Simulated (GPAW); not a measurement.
# GaN (F-43m) in GPAW: single point with PBE

Aim: the single point of GaN with PBE.

Everything below comes from runs of GPAW 26.7.0. Logs are shortened: lines on timing, memory, paths and dates and some standing lists are left out, and cuts for length are marked. The log counts tension as positive stress, the text compression.

**Measured values to compare with.**

A printed reference work, textbook reports, for a bulk crystal of GaN at 0 K: band gap 3.299 eV (direct).

The results are compared with them further down.

## Step 1: Starting point

The structure is cubic, space group F-43m (No. 216). The conventional cell has a = 4.507 Å, b = 4.507 Å, c = 4.507 Å, α = 90.00°, β = 90.00°, γ = 90.00°. Ga (site symmetry -43m) is surrounded by 4 N at 1.95 Å. N (site symmetry -43m) has 4 Ga at 1.95 Å as nearest neighbours.

The cell is a database's computed one.

## Step 2: Single point, PBE

run.py reads:

```python
from ase.dft.bandgap import bandgap
from ase.io import read, write
from ase.units import GPa
from gpaw import GPAW, PW

atoms = read('POSCAR')

calc = GPAW(mode=PW(600),
            xc='PBE',
            kpts={'size': (8, 8, 8), 'gamma': True},
            occupations={'name': 'fermi-dirac', 'width': 0.05},
            nbands=11,
            maxiter=120,
            txt='gpaw.txt')
atoms.calc = calc
energy = atoms.get_potential_energy()
forces = atoms.get_forces()
stress = atoms.get_stress()
calc.write('gs.gpw')
write('result.traj', atoms)
print(f'Energy: {energy:.6f} eV')
print('Forces (eV/A):')
print(forces.round(4))
print('Stress (GPa):', (stress / GPa).round(3))
print('Fermi level:', round(calc.get_fermi_level(), 4), 'eV')
print(f'Gap: {bandgap(calc)[0]:.4f} eV, direct: {bandgap(calc, direct=True)[0]:.4f} eV')
```

POSCAR reads:

```
GaN
1.0
    0.0000000000      2.2535006075      2.2535006075
    2.2535006075      0.0000000000      2.2535006075
    2.2535006075      2.2535006075      0.0000000000
Ga N
1 1
Direct
    0.0000000000      0.0000000000      0.0000000000
    0.2500000000      0.2500000000      0.2500000000
```

Potentials or basis: GPAW PAW data sets (gpaw-data 1.2.1), pw.

Launch:

```console
$ OMP_NUM_THREADS=1 python run.py
```

gpaw.txt:

```text
__  _  _
 | _ |_)|_||  |
 |__||  | ||/\| - 26.7.0

Input parameters:
  mode=PW(ecut=600.0),
  kpts=MonkhorstPack(size=(8, 8, 8), gamma=True),
  maxiter=120,
  nbands=11,
  occupations=Occupations(name='fermi-dirac', width=0.05),
  xc=XC(name='PBE')

Diagonalizing LCAO Hamiltonian
Converting LCAO to pw mode

           N
       Ga

Atoms  # Å, Bohr magnetons
|   | symbol |        x |        y |        z |    initial magnetic moments |
|---|--------|----------|----------|----------|-----------------------------|
| 0 |     Ga | 0.000000 | 0.000000 | 0.000000 | ( 0.0000,  0.0000,  0.0000) |
| 1 |      N | 1.126750 | 1.126750 | 1.126750 | ( 0.0000,  0.0000,  0.0000) |

Unit cell  # Å
| periodic |        x |        y |        z |  lengths |    angles |
|----------|----------|----------|----------|----------|-----------|
|      yes | 0.000000 | 2.253501 | 2.253501 | 3.186931 | 60.000000 |
|      yes | 2.253501 | 0.000000 | 2.253501 | 3.186931 | 60.000000 |
|      yes | 2.253501 | 2.253501 | 0.000000 | 3.186931 | 60.000000 |

Number of symmetries: 24
Symmetry operations  # r_c * U_cc + t_c -> r_c
|    | kind |            matrix            |
|----|------|------------------------------|
|  0 |  E   |  1, 0, 0,  0, 1, 0,  0, 0, 1 |
|  1 |  σ   |  1, 0, 0,  0, 0, 1,  0, 1, 0 |
|  2 |  σ   |  1, 0,-1,  0, 1,-1,  0, 0,-1 |
|  3 |  C3  |  1, 0,-1,  0, 0,-1,  0, 1,-1 |
|  4 |  C3  |  1,-1, 0,  0,-1, 1,  0,-1, 0 |
|  5 |  σ   |  1,-1, 0,  0,-1, 0,  0,-1, 1 |
|  6 |  σ   |  0, 1, 0,  1, 0, 0,  0, 0, 1 |
|  7 |  C3  |  0, 1, 0,  0, 0, 1,  1, 0, 0 |
|  8 |  C2  |  0, 1,-1,  1, 0,-1,  0, 0,-1 |
|  9 |  S4  |  0, 1,-1,  0, 0,-1,  1, 0,-1 |
| 10 |  C3  |  0, 0, 1,  1, 0, 0,  0, 1, 0 |
| 11 |  σ   |  0, 0, 1,  0, 1, 0,  1, 0, 0 |
| 12 |  S4  |  0, 0,-1,  1, 0,-1,  0, 1,-1 |
| 13 |  C3  |  0, 0,-1,  0, 1,-1,  1, 0,-1 |
| 14 |  S4  |  0,-1, 1,  1,-1, 0,  0,-1, 0 |
| 15 |  C2  |  0,-1, 1,  0,-1, 0,  1,-1, 0 |
| 16 |  C3  |  0,-1, 0,  1,-1, 0,  0,-1, 1 |
| 17 |  S4  |  0,-1, 0,  0,-1, 1,  1,-1, 0 |
| 18 |  S4  | -1, 1, 0, -1, 0, 1, -1, 0, 0 |
| 19 |  C3  | -1, 1, 0, -1, 0, 0, -1, 0, 1 |
| 20 |  C3  | -1, 0, 1, -1, 1, 0, -1, 0, 0 |
| 21 |  S4  | -1, 0, 1, -1, 0, 0, -1, 1, 0 |
| 22 |  σ   | -1, 0, 0, -1, 1, 0, -1, 0, 1 |
| 23 |  C2  | -1, 0, 0, -1, 0, 1, -1, 1, 0 |

BZ-sampling:
  Number of BZ points: 512
  Number of IBZ points: 29

  Monkhorst-Pack size: [8, 8, 8]
  Monkhorst-Pack shift: [0.0625, 0.0625, 0.0625]

K-points  # in reciprocal-cell coordinates
|     |                                coordinates |     weight |
|-----|--------------------------------------------|------------|
|   0 | (  0.00000000,   0.00000000,   0.00000000) | 0.00195312 |
|   1 | (  0.12500000,   0.12500000,   0.00000000) | 0.01171875 |
|   2 | (  0.12500000,   0.12500000,   0.12500000) | 0.01562500 |
|   3 | (  0.25000000,   0.12500000,   0.12500000) | 0.02343750 |
|   4 | (  0.25000000,   0.25000000,   0.00000000) | 0.01171875 |
|   5 | (  0.25000000,   0.25000000,   0.12500000) | 0.04687500 |
|   6 | (  0.25000000,   0.25000000,   0.25000000) | 0.01562500 |
|   7 | (  0.37500000,   0.25000000,  -0.37500000) | 0.04687500 |
|   8 | (  0.37500000,   0.25000000,   0.12500000) | 0.04687500 |
|   9 | (  0.37500000,   0.25000000,   0.25000000) | 0.04687500 |
| ... |                                            |            |
|  28 | (  0.50000000,   0.50000000,   0.50000000) | 0.00781250 |

Plane wave coefficients: 778
Cutoff: 600.0 eV

Spin-components: 1 (collinear spins)
Bands:           11
Projectors:      10
Spin-degeneracy: 2
Datatype:        complex128

Parallelization:
  kpt:    1
  domain: 1
  band:   1

Density:
  Valence electrons: 8.0
  Components: 1
  Grid points: [20 20 20]
  Charge: 0.0  # |e|

Potential:
  Grid points: [20 20 20]

species:
  Ga:
    name:    Gallium
    Z:       31.0
    valence: 3
    core:    28
    charge:  0.0  # [|e|]
    compensation charges:
      type: gauss
      rc: 0.37  # [Å]
      lmax: 2
    cutoffs:
      filter: 2.06  # [Å]
      core: 4.17  # [Å]
    projectors
    | kind |    occ | energy [eV] | rcut [Å] |
    |------|--------|-------------|----------|
    |   4s |  2.000 |      -8.945 |    1.164 |
    |   4p |  1.000 |      -2.580 |    1.164 |
    |    s |        |      18.266 |    1.164 |
    |    p |        |      24.631 |    1.164 |
    |    d |        |       0.000 |    1.164 |

    Using partial waves for Ga as LCAO basis

  N:
    name:    Nitrogen
    Z:       7.0
    valence: 5
    core:    2
    charge:  0.0  # [|e|]
    compensation charges:
      type: gauss
      rc: 0.18  # [Å]
      lmax: 2
    cutoffs:
      filter: 1.11  # [Å]
      core: 0.96  # [Å]
    projectors
    | kind |    occ | energy [eV] | rcut [Å] |
    |------|--------|-------------|----------|
    |   2s |  2.000 |     -18.583 |    0.603 |
    |   2p |  3.000 |      -7.089 |    0.529 |
    |    s |        |       8.629 |    0.603 |
    |    p |        |      20.123 |    0.529 |
    |    d |        |       0.000 |    0.577 |

    Using partial waves for N as LCAO basis

Reference energy: -54366.393033  # eV

eigensolver:
  PPCG
  Converge bands: occupied
  niter=2

density mixing:
  MSR1-Mixer
  Pratt-step length: 0.05
  Maximum mixing coefficient: 0.75
  Old densities: 10
  SVD Regularization: 0.005
  Good broyden scale: 1.0
  Trust region scale: 1.0
  Backstep threshold: 4.0
  History deletion threshold: 6.0
  Fourier metric: weight=20.0, sigma=0.015

occupation numbers:
  Fermi-Dirac:
    width: 0.0500  # eV

poisson solver:
  ecut: 4800.0  # eV

xc functional:
  name: PBE with 2 nearest neighbor stencil

convergence criteria:
- Maximum [total energy] change in last 3 cyles: 0.0005 eV / valence electron
- Maximum integral of absolute [dens]ity change: 0.0001 electrons / valence electron
- Maximum integral of absolute [eigenst]ate change: 4e-08 eV^2 / valence electron
maximum number of iterations: 120

SCF iterations
|iter     | |      energy | eigst |  dens |
|---------|-|-------------|-------|-------|
|iter:   1| |  -13.683373 | -0.32 |       |
|iter:   2| |  -13.206661 | -2.06 | -0.57 |
|iter:   3| |  -11.920659 | -0.70 | -0.62 |
|iter:   4| |  -11.919030 | -3.24 | -1.30 |
|iter:   5| |  -11.919787c| -3.52 | -1.57 |
|iter:   6| |  -11.919814c| -5.55 | -2.84 |
|iter:   7| |  -11.919827c| -6.23 | -3.17 |
|iter:   8| |  -11.919827c| -8.37c| -4.37c|

Converged in 8 steps
Energy contributions relative to reference atoms: (reference = -54366.393033)

Energy contributions:
  Kinetic:          33.000006
  Coulomb:         -28.728974
  Zero:              0.055508
  External:          0.000000
  Xc:              -16.246368
  Entropy:          -0.000000
  Spinorbit:         0.000000
  ----------------------------
  Free energy:     -11.919827
  Extrapolated:    -11.919827

dipole moment: (-12.570911, -12.570911, -12.570911)  # |e|*Ang

Fermi level: 7.332
Eigenvalues  # (at kpt = [0.000, 0.000, 0.000])
| band index |      eig [eV] | occ [0-2] |
|------------|---------------|-----------|
|          0 |        -9.481 |     2.000 |
|          1 |         6.408 |     2.000 |
|          2 |         6.408 |     2.000 |
|          3 |         6.408 |     2.000 |
|          4 |         8.212 |     0.000 |
|          5 |        16.801 |     0.000 |
|          6 |        16.801 |     0.000 |
|          7 |        16.801 |     0.000 |
|          8 |        24.093 |     0.000 |
|          9 |        24.823 |     0.000 |
|         10 |        24.826 |     0.000 |

Gap: 1.804 eV
Transition (v -> c):
  (s=0, k=0, n=3, [0.00, 0.00, 0.00]) -> (s=0, k=0, n=4, [0.00, 0.00, 0.00])
No difference between direct/indirect transitions

Forces  # eV/Ang
|       x |       y |        z |
|---------|---------|----------|
| 0.00000 | 0.00000 | -0.00000 |  # Ga   0
| 0.00000 | 0.00000 |  0.00000 |  # N    1

Stress tensor  # eV/Ang^3
|         x |         y |         z |
|-----------|-----------|-----------|
| -0.043923 | -0.000000 | -0.000000 |
| -0.000000 | -0.043923 |  0.000000 |
| -0.000000 |  0.000000 | -0.043923 |

# Writing to gs.gpw (mode='')
```

It took 5.5 s on 1 thread of Arm Neoverse V1, shared host; peak memory 0.13 GiB.

What came out:

* Free energy: -11.9198 eV
* Pressure: 7.0 GPa
* Band gap on the k mesh: 1.80 eV, direct

Caveat: the cutoff is short for stress and forces, so pressures can be off by a GPa or more.

## Step 3: How close it comes

Step 2. Against the measured gap of GaN, 3.299 eV (direct; 0 K; a printed reference work, textbook), the calculated 1.80 eV is off by -1.50 eV. Spin-orbit coupling on Ga is left out. The value is that of PBE, without temperature or zero-point motion. Semilocal functionals fall short of measured gaps as a rule. The cell is a database's relaxed one, not the measured one, which moves gaps too.
